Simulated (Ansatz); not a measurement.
# TaN: response to equal strain of all cell vectors

The task here is to estimate one member of a computed series from the others.

Program: Ansatz 0.2.0. Level of theory: DFT r2SCAN, scalar-relativistic, plane waves, PAW. These are calculated values, not measurements.

4 further runs of the same task are left out: 4 set aside as unsound or not needed.

## The starting structure

Symmetry: Fm-3m, No. 225, cubic system. The conventional cell has a = 4.397 Å, b = 4.397 Å, c = 4.397 Å, α = 90.00°, β = 90.00°, γ = 90.00°. Around Ta (site symmetry m-3m) lie 6 N at 2.20 Å. N (site symmetry m-3m) has 6 Ta at 2.20 Å as nearest neighbours.

Coordinates:

```
CELL_PARAMETERS angstrom
2.19827 2.19827 0.00000
-2.19827 2.19827 0.00000
0.00000 0.00000 4.39653
ATOMIC_POSITIONS crystal
Ta 0.50000 0.50000 0.00000
Ta 0.00000 0.00000 0.50000
N 0.00000 0.00000 0.00000
N 0.50000 0.50000 0.50000
```

The unstrained cell comes from an earlier run at this level (4 atoms, E(σ→0) -20662.1057 eV, gap none (metal)).

The first run:

input.yaml reads:

```yaml
crystal:
  lattice:
    - [2.1652923208, 2.1652923208, 0.0]
    - [-2.1652923208, 2.1652923208, 0.0]
    - [0.0, 0.0, 4.3305846417]
  atoms:
    - { symbol: Ta, position: [0.5, 0.5, 0.0] }
    - { symbol: Ta, position: [0.0, 0.0, 0.5] }
    - { symbol: "N", position: [0.0, 0.0, 0.0] }
    - { symbol: "N", position: [0.5, 0.5, 0.5] }
basis:
  ecutwfc: 500
kpoints:
  mp_grid: { grid: [16, 16, 12] }
hamiltonian:
  xc: r2scan
scf:
  occupations: { method: gaussian, width: 0.1 }
output:
  forces: true
  stress: true
  eigenvalues: true
```

Started as:

```bash
$ ansatz run input.yaml --threads 1 --pin off --max-ram 2560MiB --backend cpu --events-out ev --progress --plain --runs-dir out
```

Steps of the session up to this table: Strain -1.5 %; The cell strained by +1.5 %; At -3.0 %; At +3.0 %; Strain -4.5 %; Strain +4.5 %.

One table of the session follows, with a row left open; its other results are not shown here.

It belongs to the step «Energy and stress against strain (a metal throughout)». Lengths are those of the vectors of the cell that was run; stresses in GPa:

| strain (%) | ΔE (meV/atom) | a (Å) | b (Å) | c (Å) |
| --- | --- | --- | --- | --- |
| -4.5 | 247.7 | 2.969 | 2.969 | 4.199 |
| -3.0 | 104.4 | 3.016 | 3.016 | 4.265 |
| -1.5 | 24.7 | 3.062 | 3.062 | 4.331 |
| +0.0 | 0.0 | 3.109 | 3.109 | 4.397 |
| +1.5 | ? | ? | ? | ? |
| +3.0 | 85.6 | 3.202 | 3.202 | 4.528 |
| +4.5 | 183.2 | 3.249 | 3.249 | 4.594 |

**Question.** Estimate the row for strain (%) = +1.5.

Worked estimate for «ΔE (meV/atom)». A straight line through the neighbours (0.0, 0.0) and (3.0, 85.6) gives 0.0 + (85.6 − 0.0) × (1.5 − 0.0) / (3.0 − 0.0) = 42.8; a parabola fitted to 4 rows on both sides gives 22.4.

The run gave: ΔE (meV/atom): 22.6; a (Å): 3.155; b (Å): 3.155; c (Å): 4.462. In «ΔE (meV/atom)» the line misses by +20.2 and the parabola by -0.2.

ΔE is over the unstrained cell. Stress in GPa, positive in compression, on the Cartesian axes of the input. 
